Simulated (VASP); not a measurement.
Cs2SnI6:

```
CELL_PARAMETERS angstrom
0.00000 5.81380 5.81380
5.81380 0.00000 5.81380
5.81380 5.81380 0.00000
ATOMIC_POSITIONS crystal
Cs 0.25000 0.25000 0.25000
Cs 0.75000 0.75000 0.75000
Sn 0.00000 0.00000 0.00000
I 0.75464 0.24536 0.24536
I 0.24536 0.75464 0.24536
I 0.24536 0.75464 0.75464
I 0.75464 0.24536 0.75464
I 0.24536 0.24536 0.75464
I 0.75464 0.75464 0.24536
```

Base run:

* Program: VASP 6.6.1
* Functional: TB-mBJ
* Potentials or basis: VASP PAW PBE potentials, release 64 (Cs_sv, Sn_d, I)
* Cutoff: 520 eV
* k mesh: 6 × 6 × 6
* Occupations: gaussian, width 0.03 eV
* Spin: no spin polarisation

Its results: band gap on the k mesh 0.81 eV, direct.

Task: The run is repeated on the same cell with these changes: functional from TB-mBJ to PBE; further incar settings from ALGO = Normal; EDIFF = 1e-07 to ALGO = Fast; EDIFF = 1e-07. What comes out?

Result: Band gap on the k mesh 0.16 eV, direct.

Caveats: spin-orbit coupling is left out, which moves the levels of the heavy elements.
